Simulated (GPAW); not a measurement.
A run of GPAW 26.7.0 is set up as follows.

The input run.py:

```python
from ase.eos import EquationOfState
from ase.io import Trajectory, read
from ase.units import GPa
from gpaw import GPAW, PW

atoms = read('POSCAR')

traj = Trajectory('eos.traj', 'w')
volumes, energies = [], []
for x in [0.94, 0.96, 0.98, 1.0, 1.02, 1.04, 1.06]:
    a = atoms.copy()
    a.set_cell(atoms.cell * x**(1 / 3), scale_atoms=True)
    calc = GPAW(mode=PW(800),
                xc='M06-L',
                kpts={'size': (8, 8, 8), 'gamma': True},
                occupations={'name': 'fermi-dirac', 'width': 0.05},
                nbands=11,
                convergence={'density': 1e-05, 'energy': 1e-05},
                maxiter=150,
                txt=f'eos-{x:.2f}.txt')
    a.calc = calc
    energies.append(a.get_potential_energy(force_consistent=True))
    volumes.append(a.get_volume())
    p = -a.get_stress()[:3].mean() / GPa
    calc.write(f'eos-{x:.2f}.gpw')
    traj.write(a)
    print(f'{x:.2f} {volumes[-1]:10.4f} A^3 {energies[-1]:14.6f} eV {p:9.3f} GPa', flush=True)

v0, e0, B = EquationOfState(volumes, energies, eos='birchmurnaghan').fit()
print(f'V0 = {v0:.4f} A^3, E0 = {e0:.6f} eV, B0 = {B / GPa:.2f} GPa')
```

File POSCAR:

```
BAs
1.0
    0.0000000000      2.3885000000      2.3885000000
    2.3885000000      0.0000000000      2.3885000000
    2.3885000000      2.3885000000      0.0000000000
As B
1 1
Direct
    0.7500000000      0.7500000000      0.7500000000
    0.0000000000      0.0000000000      0.0000000000
```

Potentials or basis: GPAW PAW data sets (gpaw-data 1.2.1), pw.

Launch:

```sh
$ OMP_NUM_THREADS=1 python run.py
```

Q: Predict the bulk modulus.

A: 138 GPa (rough).

Q: Predict the equilibrium volume.

A: 13.82 Å³/atom (rough: see the caveat).

Energy against volume, from the lowest point:
```csv
volume (Å³/atom),energy (meV/atom)
12.809,35.73
13.081,18.30
13.354,6.89
13.626,0.95
13.899,0.00
14.171,3.45
14.444,11.05
```

Caveat: the points scatter about the fit; the PAW data sets were made with another functional, which shifts forces and pressure a little.
